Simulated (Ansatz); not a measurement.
# SnO2 (Cassiterite) (P4_2/mnm) in Ansatz: notebook

One crystal, SnO2 (Cassiterite), is run at these levels: LDA, r2SCAN, PBE; tasks: relaxation of cell and atoms.

Program: Ansatz 0.2.0. These are calculated values, not measurements. Logs are shortened: lines on timing, memory, paths and dates and some standing lists are left out, and cuts for length are marked.

### 1 The crystal as given

Symmetry: P4_2/mnm, No. 136, tetragonal system. Conventional cell: a = 4.738 Å, b = 4.738 Å, c = 3.187 Å, α = 90.00°, β = 90.00°, γ = 90.00°. Sn (site symmetry mmm) is surrounded by 6 O at 2.05 to 2.06 Å. O (site symmetry m2m) is surrounded by 3 Sn at 2.05 to 2.06 Å.

### 2 Relaxation of cell and atoms, LDA

input.yaml reads:

```yaml
crystal:
  lattice:
    - [4.738, 0.0, 0.0]
    - [0.0, 4.738, 0.0]
    - [0.0, 0.0, 3.1865]
  atoms:
    - { symbol: Sn, position: [0.5, 0.5, 0.5] }
    - { symbol: Sn, position: [0.0, 0.0, 0.0] }
    - { symbol: O, position: [0.8071, 0.1929, 0.5] }
    - { symbol: O, position: [0.6929, 0.6929, 0.0] }
    - { symbol: O, position: [0.1929, 0.8071, 0.5] }
    - { symbol: O, position: [0.3071, 0.3071, 0.0] }
hamiltonian:
  xc: lda
  pseudopotentials: { kind: paw }
kpoints:
  mp_grid: { grid: [6, 6, 8] }
scf:
  occupations: { method: fermi_dirac, width: 0.05 }
output:
  forces: true
  stress: true
  eigenvalues: true
relax:
  f_tol: 0.01
  max_steps: 40
  cell: { stress_tol: 0.05 }
```

Potentials or basis: Ansatz PAW.

Run with:

```bash
$ ansatz run input.yaml --threads 2 --pin off --max-ram 5632MiB --backend cpu --events-out ev --progress --plain --runs-dir out
```

What it wrote:

```text
Warning: RAYON_NUM_THREADS=2 ignored (pool sized by the plan → 2); use --threads N
Engine: ansatz 0.2.0, x86_64-unknown-linux-gnu
Pseudopotentials: kind: paw
Pseudopotential: Sn, paw, valence charge 14, recommended cutoff 420 eV (normal), Sn.paw.azcp
Pseudopotential: O, paw, valence charge 6, recommended cutoff 420 eV (normal), O.paw.azcp
Functional definition: SPW92
  exchange = slater_x
  correlation = pw_c
Crystal: 6 atoms, lattice volume = 71.533 Å³
Basis set: ecut = 420 eV, 1411 PW (Γ)
Bands: 32, of which v1, the nominal top of the filled ones, is band 26 counted from 1 (25 counted from 0)
Symmetry: 16 space group operations
Space group: P42/mnm (ITA 136), of the structure as read, at distance tolerance 4.2e-5 Å
k-points: 50 of 288
Non-local potential: Sn, projectors of the file, l = 0: 2, l = 1: 2, l = 2: 2, l = 3: 2
Non-local potential: O, projectors of the file, l = 0: 2, l = 1: 2, l = 2: 1
PAW form: soft (Blöchl's): semilocal exchange-correlation on the pseudo side does not see the compensation charge
PAW frozen core: Sn, regenerated for the run's functional, and the local potential with it (the file was generated under x = pbe(κ = 0.804, μ = 0.2195149727645171), c = pbe(β = 0.06672455060314922))
PAW frozen core: O, regenerated for the run's functional, and the local potential with it (the file was generated under x = pbe(κ = 0.804, μ = 0.2195149727645171), c = pbe(β = 0.06672455060314922))
PAW one-centre angular grid: Sn, 590 points (default); XC on 64 Gauss nodes
PAW one-centre angular grid: O, 110 points (default); XC on 64 Gauss nodes
Initial density: superposition of atomic densities (neutral atoms: chi_scale 0, normalization atom), corrected by the library's trained network
Initial wavefunctions: pseudopotential atomic-orbital guess
Functional: x = slater, c = lda
SCF iter   1: F=—  HF=-13980.423391 eV  |F-HF|=—  |Δ(HF+E_count)|=         —  Δρ=1.88e-2  dr2=2.11e-1  ethr=1.77e-3  ⟨swp⟩=6.0  Hψ=7003  notcnv=0  defer=6
preconditioner: auto → Resta (q_TF=auto, 2.587 Å⁻¹)  ε∞=3.7  [insulator: Δε(μ)=0.964 eV  Ē_g=19.404 eV  σ=0.050 eV  W_gap=1.00  n_scr=18 (ndim 8)  ℏωp=31.7 eV  f_vac=0.027  D(μ)=0.00/eV (n_scr^D=0)  ε∞_Penn≈3.7]
SCF iter   2: F=—  HF=-13980.362054 eV  |F-HF|=—  |Δ(HF+E_count)|=   6.13e-2  Δρ=4.91e-3  dr2=6.82e-3  ethr=4.06e-4  ⟨swp⟩=2.3  Hψ=2774  notcnv=0  defer=88
SCF iter   3: F=—  HF=-13980.359651 eV  |F-HF|=—  |Δ(HF+E_count)|=   2.40e-3  Δρ=2.11e-3  dr2=1.71e-3  ethr=1.31e-5  ⟨swp⟩=2.6  Hψ=2755  notcnv=0  defer=88
SCF iter   4: F=—  HF=-13980.359097 eV  |F-HF|=—  |Δ(HF+E_count)|=   5.54e-4  Δρ=3.68e-4  dr2=6.97e-5  ethr=3.29e-6  ⟨swp⟩=2.0  Hψ=2734  notcnv=0  defer=88
SCF iter   5: F=—  HF=-13980.359095 eV  |F-HF|=—  |Δ(HF+E_count)|=   1.92e-6  Δρ=7.55e-5  dr2=2.95e-6  ethr=1.34e-7  ⟨swp⟩=1.3  Hψ=1703  notcnv=0  defer=88
SCF iter   6: F=-13980.359096 eV  HF=-13980.359096 eV  |F-HF|=3.64e-8  |Δ(HF+E_count)|=   8.11e-7  Δρ=1.08e-5  dr2=8.42e-8  ethr=1.92e-10  ⟨swp⟩=9.1  Hψ=8418  notcnv=0
SCF 1 converged in 6 iterations: F = -13980.359096 eV  dr2 = 8.42e-8
[... 61 lines left out ...]
Harris-Foulkes:  -13980.362861 eV  (|F-HF|=1.46e-11)
Internal energy: -13980.362861 eV  (E = F + TS)
E sigma→0 (E₀):  -13980.362861 eV
Entropy (-TS):   -0.000000 eV (-0.000 meV/atom)
Fermi energy:    9.836353 eV
--- Per-component energies (eV) ---
  E_band       = -127.161850
  E_kinetic    = 1081.632214
  E_local      = -2850.532839  (includes V_loc(G=0)·N_el)
  E_nonlocal   = 151.070270
  E_hartree    = 1475.024305
  E_xc         = -1042.092263
  E_vxc        = -564.547062  (∫ρ·V_xc dr)
  E_paw        = -8602.798949  (= ΣΔE_a)
  E_vpaw       = -894.843152  (= ΣTr[D̂ρ^β])
  E_aug_tail   = 0.010192  (compensation charges beyond the density's cutoff)
  E_ewald      = -4193.913273
  E_core_change = 1.237482  (= ΣΔE_core)
  E_smearing   = -0.000000  (= −TS)
  E_closure    = -0.000000  (closes the sum)
  Σ components = -13980.362861   (vs F -13980.362861, Δ=0.00e0)
--- Forces (eV/Å), atoms counted from 1 ---
  atom   1  Sn     0.00000000    -0.00000000     0.00000000
  atom   2  Sn     0.00000000     0.00000000     0.00000000
  atom   3  O     -0.00000441     0.00000441     0.00000000
  atom   4  O      0.00000441     0.00000441    -0.00000000
  atom   5  O      0.00000441    -0.00000441    -0.00000000
  atom   6  O     -0.00000441    -0.00000441     0.00000000
  max |Σ_I F_I| component: 3.47e-18 eV/Å
--- Stress (GPa, compression-positive) ---
       -0.004617      -0.000000       0.000000
       -0.000000      -0.004617       0.000000
        0.000000       0.000000      -0.001778
  P = ⅓ Tr σ = -0.0037 GPa (-0.037 kbar)
--- Band table (eV; the first three rows and the last of 50) ---
  k-point 0: bands = ["-11.7757", "-11.0012", "-10.7195", "-10.7008", "-10.7008", "-10.6185", "-10.5588", "-10.4627", "-10.4419", "-10.4419", "-9.5552", "-7.5924", "-7.5924", "-5.7337", "0.9589", "5.0720", "5.0720", "5.1670", "6.0331", "7.1682", "7.3151", "7.9751", "7.9751", "8.4452", "8.4452", "9.2459", "10.4066", "15.1945", "15.3402", "15.3402", "19.3708", "19.5024"]
  k-point 1: bands = ["-11.7010", "-10.9094", "-10.8472", "-10.8472", "-10.6899", "-10.6321", "-10.5521", "-10.4637", "-10.4637", "-10.4634", "-9.4675", "-7.3460", "-7.3460", "-5.8539", "0.9341", "5.0482", "5.2186", "5.2186", "6.1383", "6.1477", "7.1970", "7.3875", "7.3875", "8.4800", "8.4800", "9.1092", "11.3698", "15.5175", "15.9973", "15.9973", "18.4246", "20.4328"]
  k-point 2: bands = ["-11.5050", "-11.1485", "-11.1485", "-10.7746", "-10.6141", "-10.6108", "-10.5343", "-10.5055", "-10.5055", "-10.4666", "-9.1600", "-6.7995", "-6.7995", "-6.2379", "0.9355", "4.5126", "4.9033", "5.5647", "5.5647", "6.3527", "6.3527", "6.4440", "6.7126", "8.3777", "8.3777", "8.7222", "12.9659", "15.9971", "17.4333", "17.4333", "17.8343", "20.7696"]
  k-point 49: bands = ["-11.5052", "-11.5052", "-11.0449", "-11.0449", "-10.5623", "-10.5623", "-10.4827", "-10.4827", "-10.4445", "-10.4445", "-7.5349", "-7.5349", "-6.1627", "-6.1627", "1.0516", "1.0516", "4.0891", "4.0891", "6.6210", "6.6210", "6.8142", "6.8142", "8.2616", "8.2616", "8.4002", "8.4002", "13.9530", "13.9530", "17.9104", "17.9104", "20.0193", "20.0193"]
--- Relaxed structure (5 steps of the walk, 5 accepted, 2 SCFs on fresh bases) ---
  F+E_penalty+E_count = -13980.36286144 eV   max|allowed force component| = 4.413e-6 eV/Å   (the final SCF, on the basis selected at the relaxed cell)
  cell:  # Å, volume = 71.1477 Å³
    - [4.722279432314748, 6.869380166361402e-34, -1.428834009519014e-33]
    - [6.31982975305249e-34, 4.722279432314748, -5.495504133089122e-34]
    - [-9.60945165699121e-34, -3.6959527058017065e-34, 3.190490371665697]
  atoms:
    - { symbol: Sn, position: [0.5, 0.5, 0.5] }
    - { symbol: Sn, position: [-3.003409352864541e-20, -3.05108251719572e-20, 8.495414612418234e-35] }
    - { symbol: O, position: [0.8060685331591221, 0.19393146684087792, 0.5] }
    - { symbol: O, position: [0.693931466840878, 0.693931466840878, 3.838530912480142e-35] }
    - { symbol: O, position: [0.19393146684087792, 0.8060685331591221, 0.5] }
    - { symbol: O, position: [0.30606853315912214, 0.30606853315912214, -1.5804567275542693e-34] }
```

Run time: 15 s. Hardware: 2 threads of Intel Xeon Platinum 8488C (Sapphire Rapids), shared host; peak memory 0.46 GiB.

What came out:

```
Free energy                            : -13980.3629 eV
Relaxed volume                         : 11.86 Å³/atom
Relaxed cell                           : a = 4.722 Å, b = 4.722 Å, c = 3.190 Å, α = 90.00°, β = 90.00°, γ = 90.00°
Space group after relaxing (to 0.05 Å) : P4_2/mnm (No. 136)
Energy gained by relaxing              : 0.6 meV/atom
Ionic steps                            : 7
Pressure after relaxing                : 0.0 GPa
Band gap on the k mesh                 : 1.16 eV, direct
```

Step by step:
| step | energy change (eV) | largest force (eV/Å) | volume (Å³) |
| --- | --- | --- | --- |
| 1 | 0.0000 | 0.1550 | 71.53 |
| 2 | -0.0049 | 0.0551 | 71.24 |
| 3 | -0.0064 | 0.0044 | 71.14 |
| 4 | -0.0062 | 0.0021 | 71.17 |
| 5 | -0.0037 | 0.0016 | 71.17 |
| 6 | -0.0039 | 0.0000 | 71.15 |
| 7 | -0.0038 | 0.0000 | 71.15 |

Final structure:
```
CELL_PARAMETERS angstrom
4.72228 0.00000 0.00000
0.00000 4.72228 0.00000
0.00000 0.00000 3.19049
ATOMIC_POSITIONS crystal
Sn 0.50000 0.50000 0.50000
Sn 0.00000 0.00000 0.00000
O 0.80607 0.19393 0.50000
O 0.69393 0.69393 0.00000
O 0.19393 0.80607 0.50000
O 0.30607 0.30607 0.00000
```

Caveat: the plane-wave basis is chosen anew once the cell has moved, so the energies of steps on either side of that aren't comparable; the pressure holds a Pulay correction of +1.1 GPa for the finite cutoff; spin-orbit coupling is left out, which moves the levels of the heavy elements; the PAW data sets come from PBE, with cores solved anew for the run's functional, which leaves a small shift of forces and pressure.

### 3 Relaxation of cell and atoms, r2SCAN

Changes to input.yaml since step 2:

```diff
@@ -13,3 +13,3 @@
 hamiltonian:
-  xc: lda
+  xc: r2scan
   pseudopotentials: { kind: paw }
@@ -23,2 +23,6 @@
   eigenvalues: true
+  write_density: true
+  write_potential: true
+  elf: true
+  volumetric_format: npy
 relax:
```

Potentials or basis: Ansatz PAW.

Run with:

```bash
$ ansatz run input.yaml --threads 2 --pin off --max-ram 5632MiB --backend cpu --events-out ev --progress --plain --runs-dir out
```

Run time: 34 s. Hardware: 2 threads of Intel Xeon Platinum 8488C (Sapphire Rapids), shared host; peak memory 0.63 GiB.

Results (log left out):

```yaml
Free_energy: -14352.4280 eV
Relaxed_volume: 12.09 Å³/atom
Relaxed_cell: a = 4.760 Å, b = 4.760 Å, c = 3.201 Å, α = 90.00°, β = 90.00°, γ = 90.00°
Space_group_after_relaxing_to_0.05_Å: P4_2/mnm (No. 136)
Energy_gained_by_relaxing: 2.3 meV/atom
Ionic_steps: 6
Pressure_after_relaxing: 0.0 GPa
Band_gap_on_the_k_mesh: 1.77 eV, direct
```

Step by step:
```
step  energy change (eV)  largest force (eV/Å)  volume (Å³)
   1              0.0000                0.2423        71.53
   2             -0.0121                0.0190        72.59
   3             -0.0132                0.0335        72.59
   4             -0.0134                0.0160        72.54
   5             -0.0134                0.0000        72.52
   6             -0.0139                0.0000        72.52
```

Final structure:
```cif
data_structure
_symmetry_space_group_name_H-M 'P 1'
_symmetry_Int_Tables_number 1
_cell_length_a 4.7599
_cell_length_b 4.7599
_cell_length_c 3.2008
_cell_angle_alpha 90.000
_cell_angle_beta 90.000
_cell_angle_gamma 90.000
_cell_volume 72.52
loop_
_atom_site_label
_atom_site_type_symbol
_atom_site_fract_x
_atom_site_fract_y
_atom_site_fract_z
_atom_site_occupancy
Sn1 Sn 0.50000 0.50000 0.50000 1
Sn2 Sn 0.00000 0.00000 0.00000 1
O1 O 0.80591 0.19409 0.50000 1
O2 O 0.69409 0.69409 0.00000 1
O3 O 0.19409 0.80591 0.50000 1
O4 O 0.30591 0.30591 0.00000 1
```

Levels at points of the mesh, in eV from the valence-band top:
| k point | band 22 | band 23 | band 24 | band 25 | band 26 | band 27 | band 28 | band 29 | band 30 | band 31 |
| --- | --- | --- | --- | --- | --- | --- | --- | --- | --- | --- |
| (0.00, 0.00, 0.00) | -1.20 | -1.20 | -0.77 | -0.77 | 0.00 | 1.77 | 6.82 | 7.05 | 7.05 | 11.13 |
| (0.00, 0.00, -0.50) | -2.57 | -1.66 | -1.66 | -1.26 | -1.26 | 6.86 | 6.86 | 10.53 | 10.53 | 11.55 |
| (0.00, -0.50, 0.00) | -1.96 | -1.16 | -1.16 | -0.62 | -0.62 | 4.99 | 4.99 | 7.81 | 7.81 | 11.87 |
| (0.00, -0.50, -0.50) | -1.72 | -1.10 | -1.10 | -0.68 | -0.68 | 7.13 | 7.13 | 8.84 | 8.84 | 11.92 |
| (-0.50, -0.50, 0.00) | -1.95 | -1.28 | -1.28 | -0.92 | -0.92 | 5.43 | 5.43 | 8.21 | 8.21 | 11.91 |
| (-0.50, -0.50, -0.50) | -2.34 | -0.95 | -0.95 | -0.85 | -0.85 | 5.51 | 5.51 | 9.65 | 9.65 | 11.89 |

Caveat: the plane-wave basis is chosen anew once the cell has moved, so the energies of steps on either side of that aren't comparable; spin-orbit coupling is left out, which moves the levels of the heavy elements; the PAW data sets come from PBE, with cores solved anew for the run's functional, which leaves a small shift of forces and pressure. r2SCAN opens gaps a little over a GGA but as a rule still falls short of measured ones.

### 4 Relaxation of cell and atoms, PBE

Changes to input.yaml since step 3:

```diff
@@ -13,3 +13,3 @@
 hamiltonian:
-  xc: r2scan
+  xc: pbe
   pseudopotentials: { kind: paw }
@@ -23,6 +23,2 @@
   eigenvalues: true
-  write_density: true
-  write_potential: true
-  elf: true
-  volumetric_format: npy
 relax:
```

Potentials or basis: Ansatz PAW.

Run with:

```bash
$ ansatz run input.yaml --threads 2 --pin off --max-ram 5632MiB --backend cpu --events-out ev --progress --plain --runs-dir out
```

What it wrote:

```text
Warning: RAYON_NUM_THREADS=2 ignored (pool sized by the plan → 2); use --threads N
[... 4 set-up lines as earlier in the session ...]
Functional definition: PBE
  parameter kappa = 0.804
  parameter beta = 0.06672455060314922
  exchange = pbe_x(kappa = kappa, mu = beta*pi^2/3)
  correlation = pbe_c(beta = beta)
Crystal: 6 atoms, lattice volume = 71.533 Å³
Basis set: ecut = 420 eV, 1411 PW (Γ), exchange–correlation on 64×64×48 points (8 copies of the dense FFT grid, shifted against one another)
Bands: 32, of which v1, the nominal top of the filled ones, is band 26 counted from 1 (25 counted from 0)
[... 2 set-up lines as earlier in the session ...]
k-points: 50 of 288
[... 7 set-up lines as earlier in the session ...]
Functional: x = pbe(κ = 0.804, μ = 0.2195149727645171), c = pbe(β = 0.06672455060314922)
SCF iter   1: F=—  HF=-14317.837576 eV  |F-HF|=—  |Δ(HF+E_count)|=         —  Δρ=1.09e-3  dr2=2.59e-4  ethr=1.77e-3  ⟨swp⟩=6.0  Hψ=7024  notcnv=0  defer=6
preconditioner: auto → Resta (q_TF=auto, 2.587 Å⁻¹)  ε∞=3.6  [insulator: Δε(μ)=1.283 eV  Ē_g=19.758 eV  σ=0.050 eV  W_gap=1.00  n_scr=18 (ndim 8)  ℏωp=31.7 eV  f_vac=0.027  D(μ)=0.00/eV (n_scr^D=0)  ε∞_Penn≈3.6]
SCF iter   2: F=—  HF=-14317.839253 eV  |F-HF|=—  |Δ(HF+E_count)|=   1.68e-3  Δρ=5.86e-4  dr2=7.57e-5  ethr=4.99e-7  ⟨swp⟩=2.8  Hψ=3512  notcnv=0  defer=11
[... 84 lines left out ...]
  E_nonlocal   = 133.838018
  E_hartree    = 1523.810059
  E_xc         = -1053.242699
  E_vxc        = -561.658503  (∫ρ·V_xc dr)
  E_paw        = -8928.357144  (= ΣΔE_a)
  E_vpaw       = -889.258002  (= ΣTr[D̂ρ^β])
  E_aug_tail   = 0.009863  (compensation charges beyond the density's cutoff)
  E_ewald      = -4108.860018
  E_smearing   = -0.000009  (= −TS)
  E_closure    = -0.000000  (closes the sum)
  Σ components = -14317.969250   (vs F -14317.969250, Δ=0.00e0)
--- Forces (eV/Å), atoms counted from 1 ---
  atom   1  Sn    -0.00000000    -0.00000000     0.00000000
  atom   2  Sn    -0.00000000    -0.00000000     0.00000000
  atom   3  O      0.00045442    -0.00045442     0.00000000
  atom   4  O     -0.00045442    -0.00045442    -0.00000000
  atom   5  O     -0.00045442     0.00045442    -0.00000000
  atom   6  O      0.00045442     0.00045442     0.00000000
  max |Σ_I F_I| component: 3.47e-18 eV/Å
--- Stress (GPa, compression-positive) ---
        0.031322      -0.000000       0.000000
       -0.000000       0.031322       0.000000
        0.000000       0.000000       0.005740
  P = ⅓ Tr σ = 0.0228 GPa (0.228 kbar)
--- Band table (eV; the first three rows and the last of 50) ---
  k-point 0: bands = ["-12.2955", "-11.6373", "-11.4373", "-11.4113", "-11.4113", "-11.3387", "-11.3123", "-11.2433", "-11.2112", "-11.2112", "-9.9077", "-8.1965", "-8.1965", "-6.6787", "0.7855", "4.8519", "4.8519", "4.9732", "5.8425", "6.7651", "6.7769", "7.4942", "7.4942", "8.0079", "8.0079", "8.7439", "9.4253", "14.4489", "14.8231", "14.8231", "18.8854", "18.9702"]
  k-point 1: bands = ["-12.2303", "-11.5687", "-11.5308", "-11.5308", "-11.4135", "-11.3482", "-11.3073", "-11.2436", "-11.2278", "-11.2278", "-9.8229", "-7.9920", "-7.9920", "-6.7813", "0.7856", "4.8376", "4.9861", "4.9861", "5.7559", "5.9412", "6.6323", "6.9599", "6.9599", "8.0314", "8.0314", "8.6259", "10.4373", "14.7258", "15.4457", "15.4457", "17.9194", "19.8968"]
  k-point 2: bands = ["-12.0599", "-11.7836", "-11.7836", "-11.4580", "-11.3499", "-11.3430", "-11.2942", "-11.2605", "-11.2605", "-11.2456", "-9.5414", "-7.5305", "-7.5305", "-7.1033", "0.8347", "4.1803", "4.6446", "5.3025", "5.3025", "6.0045", "6.0045", "6.1997", "6.2280", "7.9366", "7.9366", "8.2907", "12.0211", "15.1114", "16.8210", "16.8210", "17.2992", "20.0109"]
  k-point 49: bands = ["-12.0886", "-12.0886", "-11.6665", "-11.6665", "-11.3049", "-11.3049", "-11.2573", "-11.2573", "-11.2145", "-11.2145", "-8.1946", "-8.1946", "-6.9829", "-6.9829", "1.0092", "1.0092", "3.9741", "3.9741", "6.2381", "6.2381", "6.3194", "6.3194", "7.8296", "7.8296", "7.9662", "7.9662", "13.1088", "13.1088", "17.3711", "17.3711", "19.3216", "19.3216"]
--- Relaxed structure (5 steps of the walk, 5 accepted, 2 SCFs on fresh bases) ---
  F+E_penalty+E_count = -14317.96924995 eV   max|allowed force component| = 4.544e-4 eV/Å   (the final SCF, on the basis selected at the relaxed cell)
  cell:  # Å, volume = 75.4519 Å³
    - [4.827005338806302, 4.945953719780209e-34, -6.5259093339516065e-34]
    - [4.945953719780209e-34, 4.827005338806302, -1.6486512399267366e-34]
    - [-1.4321797138982047e-34, -1.108785811740512e-34, 3.2382817495610507]
  atoms:
    - { symbol: Sn, position: [0.5, 0.5, 0.5] }
    - { symbol: Sn, position: [4.5766237757935637e-20, 1.5255412585978655e-20, -1.956833206406615e-34] }
    - { symbol: O, position: [0.8065725185510788, 0.19342748144892122, 0.5] }
    - { symbol: O, position: [0.6934274814489211, 0.6934274814489211, 2.7650647475613147e-34] }
    - { symbol: O, position: [0.19342748144892122, 0.8065725185510788, 0.5] }
    - { symbol: O, position: [0.3065725185510787, 0.3065725185510787, 2.2173248084275603e-34] }
```

It took 20 s on 2 threads of Intel Xeon Platinum 8488C (Sapphire Rapids), shared host; peak memory 0.47 GiB.

Results:

| Property | Result |
| --- | --- |
| Free energy | -14317.9692 eV |
| Relaxed volume | 12.58 Å³/atom |
| Relaxed cell | a = 4.827 Å, b = 4.827 Å, c = 3.238 Å, α = 90.00°, β = 90.00°, γ = 90.00° |
| Space group after relaxing (to 0.05 Å) | P4_2/mnm (No. 136) |
| Energy gained by relaxing | 21.6 meV/atom |
| Ionic steps | 7 |
| Pressure after relaxing | 0.0 GPa |
| Band gap on the k mesh | 0.68 eV, direct |

Step by step:
```tsv
step	energy change (eV)	largest force (eV/Å)	volume (Å³)
1	0.0000	0.2753	71.53
2	-0.1050	0.0297	75.13
3	-0.1047	0.0464	75.26
4	-0.1052	0.0077	75.23
5	-0.1294	0.0089	75.23
6	-0.1286	0.0005	75.45
7	-0.1297	0.0006	75.45
```

Final structure:
```cif
data_structure
_symmetry_space_group_name_H-M 'P 1'
_symmetry_Int_Tables_number 1
_cell_length_a 4.8270
_cell_length_b 4.8270
_cell_length_c 3.2383
_cell_angle_alpha 90.000
_cell_angle_beta 90.000
_cell_angle_gamma 90.000
_cell_volume 75.45
loop_
_atom_site_label
_atom_site_type_symbol
_atom_site_fract_x
_atom_site_fract_y
_atom_site_fract_z
_atom_site_occupancy
Sn1 Sn 0.50000 0.50000 0.50000 1
Sn2 Sn 0.00000 0.00000 0.00000 1
O1 O 0.80657 0.19343 0.50000 1
O2 O 0.69343 0.69343 0.00000 1
O3 O 0.19343 0.80657 0.50000 1
O4 O 0.30657 0.30657 0.00000 1
```

Caveat: the plane-wave basis is chosen anew once the cell has moved, so the energies of steps on either side of that aren't comparable; the pressure holds a Pulay correction of +0.8 GPa for the finite cutoff; spin-orbit coupling is left out, which moves the levels of the heavy elements.

### 5 Summary

```tsv
level	cutoff (eV)	gap on the mesh (eV)	pressure (GPa)	relaxed volume (Å³/atom)
LDA	420	1.16	0.0	11.86
r2SCAN	500	1.77	0.0	12.09
PBE	420	0.68	0.0	12.58
```

Alike in all rows: task relaxation of cell and atoms; potentials or basis Ansatz PAW; no spin polarisation; cell relaxed; k mesh 6 × 6 × 8; smearing fermi-dirac 0.05 eV.

Caveats: the plane-wave basis is chosen anew once the cell has moved, so the energies of steps on either side of that aren't comparable; spin-orbit coupling is left out, which moves the levels of the heavy elements; the PAW data sets come from PBE, with cores solved anew for the run's functional, which leaves a small shift of forces and pressure (some runs).

Absolute energies hang on the potentials; compare differences alone.
